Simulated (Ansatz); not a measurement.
MgO, MgS, MgSe: one prototype (rocksalt), with O, S, Se on the same site. Each was relaxed with r2SCAN in the plane-wave code Ansatz, and the gaps are read on those cells (d direct, i indirect). Calculated for a static, non-magnetic cell.

```tsv
compound	a (Å)	gap, PBE (eV)	gap, r2SCAN (eV)	gap, HSE06 (eV)	mean ε∞, r2SCAN	G0W0@PBE gap (eV)
MgO	4.204	4.80 d (Γ)	5.68 d (Γ)	6.54 d (Γ)	3.0	7.35 (137 empty bands, 220 eV, 6×6×6)
MgS	5.203	2.79 i (Γ → X)	3.46 i (Γ → X)	3.80 i (Γ → X)	4.9	4.15 (105 empty bands, 120 eV, 6×6×6)
MgSe	5.473	1.80 i (Γ → X)	2.48 i (Γ → X)	2.66 i (Γ → X)	5.8	–
```
G0W0 gaps are PBE's gap plus the shift on the mesh. G0W0 values are finite-basis, finite-mesh values.

From MgO to MgS, a changes by +0.999 Å and the HSE06 gap by -2.74 eV. From MgS to MgSe, a changes by +0.270 Å and the HSE06 gap by -1.15 eV.

Spin-orbit coupling is left out.

The meshes of the hybrids are coarse, so their gaps aren't converged to the digits shown.
